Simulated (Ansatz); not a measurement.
# Ta2NS2 MXene monolayer in a perpendicular field, part 2 of 2

Aim: how the Ta2NS2 MXene monolayer screens a field along its normal, and what the field does to its bands. A positive field points along +c.

Ansatz 0.2.0; plane-wave DFT, PBE-D3(BJ), Ansatz PAW (set soft_1); PAW set soft_1 (the session's first sound run).

So far. Step 11 (Field on, atoms free, field -0.1 V/Å): The dipole is -0.0379 e·Å. Step 12 (Response, atoms relaxed): The induced dipole is that of a conductor 7.35 Å thick.

## (13) With spin-orbit coupling, k-mesh 12×12×1

This step: plane-wave DFT, PBE, fully relativistic PAW with spin-orbit coupling; PAW set soft_1 (Ansatz 0.2.0).

Heavy atoms split their bands by spin-orbit coupling, so this run uses fully relativistic files and two-component states.

Input file input.yaml:

```yaml
crystal:
  lattice:
    - [3.2834979118, 0.0, 0.0]
    - [-1.6417489559, 2.8435926049, 0.0]
    - [0.0, 0.0, 23.4562861537]
  atoms:
    - { symbol: S, position: [0.3333333333, 0.6666666667, 0.3836924542] }
    - { symbol: Ta, position: [0.6666666667, 0.3333333333, 0.4514701293] }
    - { symbol: "N", position: [0.0, 0.0, 0.5] }
    - { symbol: Ta, position: [0.3333333333, 0.6666666667, 0.5485298707] }
    - { symbol: S, position: [0.6666666667, 0.3333333333, 0.6163075458] }
kpoints:
  mp_grid: { grid: [12, 12, 1] }
  band_path: { path: [[0, 0, 0], [0.12, 0, 0]], npoints: 24 }
hamiltonian:
  xc: pbe
  pseudopotentials: { kind: paw_fr, azcp: { folder: soft_1 } }
magnetization:
  noncollinear: true
  spin_orbit: true
scf:
  occupations: { method: fermi_dirac, width: 0.05 }
  convergence: { dr2_threshold: 1.0e-09 }
efield:
  axis: 3
  dipole_correction: true
  ramp_position: 0.97
  ramp_width: 0.06
  amplitude: 0
output:
  write_potential: true
  write_density: true
  volumetric_format: npy
```

On the command line:

```sh
ansatz run input.yaml --threads 4 --pin off --max-ram 6144MiB --backend cpu --events-out ev --progress --plain --runs-dir out
```

It took 40 s on 4 threads of Arm Neoverse V1, shared host; peak memory 1.4 GiB.

This step gave:

| Quantity | Value |
| --- | --- |
| energy at zero smearing | -22104.8749 eV |
| work function, upper face | 5.046 eV |
| dipole along the normal | 1.06e-5 e·Å |

Electronic bands along the path, in eV, zero at the Fermi level:

| point | band 41 | band 42 | band 43 | band 44 | band 45 | band 46 | band 47 | band 48 |
| --- | --- | --- | --- | --- | --- | --- | --- | --- |
| Γ | -1.20 | -1.20 | -1.09 | -1.09 | -0.32 | -0.32 | 0.62 | 0.62 |
| halfway | -1.07 | -1.07 | -0.79 | -0.79 | -0.20 | -0.20 | 0.80 | 0.80 |
| end | -1.36 | -1.36 | -0.43 | -0.43 | 0.06 | 0.06 | 1.10 | 1.10 |

The work function of the upper face is 5.05 eV.

## (14) With spin-orbit coupling, k-mesh 12×12×1, field 0.3 V/Å

The same in a field along the normal.

input.yaml, as its differences from that of step 13:

```diff
@@ -26,5 +26,5 @@
   dipole_correction: true
-  ramp_position: 0.97
-  ramp_width: 0.06
-  amplitude: 0
+  ramp_position: 0.9436
+  ramp_width: 0.1127
+  amplitude: 0.3
 output:
```

The job ended after 41 s (4 threads; peak memory 1.4 GiB; 2.7 min of CPU time).

Numbers from this step:

- energy at zero smearing: -22104.8919 eV
- dipole along the normal: 0.1135 e·Å

The dipole is 0.114 e·Å.

## (15) A changed input: hamiltonian.xc = "pbesol"

This step: plane-wave DFT, PBE-D3(BJ), Ansatz PAW (set soft_1), but for the change named below (Ansatz 0.2.0).

A run with a changed input: it repeats the earlier run at 0.05 V/Å with hamiltonian.xc from pbe to pbesol.

input.yaml, the sections that differ from step 14:

```yaml
kpoints:
  mp_grid: { grid: [18, 18, 1] }
  band_path:
    path: [[0, 0, 0], [0.5, 0, 0], [0.33333333, 0.33333333, 0], [0, 0, 0]]
    npoints: 16
hamiltonian:
  xc: pbesol
  dispersion: d3bj
  pseudopotentials: { kind: paw, azcp: { folder: soft_1 }, xc_functional: pbe }
scf:
  occupations: { method: fermi_dirac, width: 0.05 }
  convergence: { dr2_threshold: 1.0e-10 }
efield:
  axis: 3
  dipole_correction: true
  ramp_position: 0.97
  ramp_width: 0.06
  amplitude: 0.05
# crystal, output: as in step 14
# magnetization: removed
```

Elapsed: 11 s, on 4 threads; peak memory 0.58 GiB.

Numbers from this step:

| Quantity | Value |
| --- | --- |
| energy at zero smearing | -21770.2801 eV |
| dipole along the normal | 0.01893 e·Å |

The electronic bands at the labelled points (eV, zero at the Fermi level):

| point | band 19 | band 20 | band 21 | band 22 | band 23 | band 24 | band 25 | band 26 |
| --- | --- | --- | --- | --- | --- | --- | --- | --- |
| Γ | -1.40 | -1.40 | -1.09 | -1.09 | -0.39 | 0.66 | 1.42 | 1.42 |
| halfway | -2.80 | -2.26 | -2.23 | 0.24 | 0.57 | 1.22 | 2.24 | 2.61 |
| M | -2.91 | -2.60 | -2.39 | 0.91 | 1.65 | 1.75 | 2.71 | 3.14 |
| halfway | -3.57 | -3.25 | -1.48 | 1.00 | 1.15 | 1.80 | 2.88 | 3.07 |
| K | -3.86 | -3.85 | -0.17 | -0.17 | 0.50 | 2.55 | 2.56 | 2.96 |
| halfway | -3.08 | -2.89 | -1.15 | -0.75 | 1.37 | 1.93 | 2.16 | 2.66 |
| Γ | -1.40 | -1.40 | -1.09 | -1.09 | -0.39 | 0.66 | 1.42 | 1.42 |

| quantity | this run | earlier run | difference |
| --- | --- | --- | --- |
| dipole along the normal (e·Å) | 0.01893 | 0.01892 | 1.0e-5 |

The dipole moves by under 0.5 % or 5e-5 e·Å.

Of the bands kept, 2 cross the Fermi level on this path.

## (16) The same run with other settings

This step: plane-wave DFT, PBE-D3(BJ), Ansatz PAW (set soft_1) (Ansatz 0.2.0).

An input spoilt on purpose, to show how the run answers: it repeats the earlier run at 0.05 V/Å with crystal.atoms[3].position to [0.48560996, 0.66666667, 0.38369245], and scf.max_iter set to 80.

input.yaml, the sections that differ from step 15:

```yaml
crystal:
  lattice:
    - [3.2834979118, 0.0, 0.0]
    - [-1.6417489559, 2.8435926049, 0.0]
    - [0.0, 0.0, 23.4562861537]
  atoms:
    - { symbol: S, position: [0.3333333333, 0.6666666667, 0.3836924542] }
    - { symbol: Ta, position: [0.6666666667, 0.3333333333, 0.4514701293] }
    - { symbol: "N", position: [0.0, 0.0, 0.5] }
    - { symbol: Ta, position: [0.48560996, 0.66666667, 0.38369245] }
    - { symbol: S, position: [0.6666666667, 0.3333333333, 0.6163075458] }
hamiltonian:
  xc: pbe
  dispersion: d3bj
  pseudopotentials: { kind: paw, azcp: { folder: soft_1 } }
scf:
  occupations: { method: fermi_dirac, width: 0.05 }
  convergence: { dr2_threshold: 1.0e-10 }
  max_iter: 80
# kpoints, efield, output: as in step 15
```

It took 39 s on 4 threads; peak memory 0.95 GiB.

Residual by cycle:

cycle, log10 residual and a bar from the least value:
```
        1        2.8 ##############################
        2        2.2 #############################
        4       -0.3 #######################
        5       -1.6 ####################
        6       -2.4 ###################
        7       -3.4 ################
        9       -4.8 #############
       10       -6.0 ###########
       11       -7.0 ########
       12       -8.3 ######
       14       -9.8 ##
       15      -10.8
```

After 15 cycles the residual stands at 1.5e-11, still falling.

The program's message: “Error: refused after 15 iterations: one_centre_occupation = 2.64e0 (threshold 2.00e0); read on the S atom at site 0 (counted from 0), in its partial waves of l = 2. The loop had accepted its state. Th …”

The fault put into the input: atoms that overlap.

## (17) Results

* gap without field: none
* work function, upper face: 5.05 eV
* equivalent conductor thickness, atoms held: 7.33 Å
* equivalent conductor thickness, atoms relaxed: 7.35 Å

The induced dipole equals that of a perfect conductor 7.33 Å thick, while the outer atoms lie 5.46 Å apart. There is no gap over 0.03 eV, with or without the field. The main runs have no spin polarisation; a magnetic state could lie lower and would change these results. The field series itself is without spin-orbit coupling. The MXene's terminations sit over the metal atoms of its far layer; the site over carbon or nitrogen, which some compounds prefer, was not run.

[Logs are printed without paths, hosts, clocks, repeated set-up lines and the standing remarks that a program may print on its own settings, such as how far it seeks lower states.]

[Hosts, paths, dates, database ids (printed as entryN), source tags and the programs' standing remarks are cut or masked in the printed files.]

[Maps of the electrostatic potential energy from Ansatz leave out the sawtooth potential of an applied field or a dipole correction, so their vacuum need not be flat; planar profiles and work functions include it.]
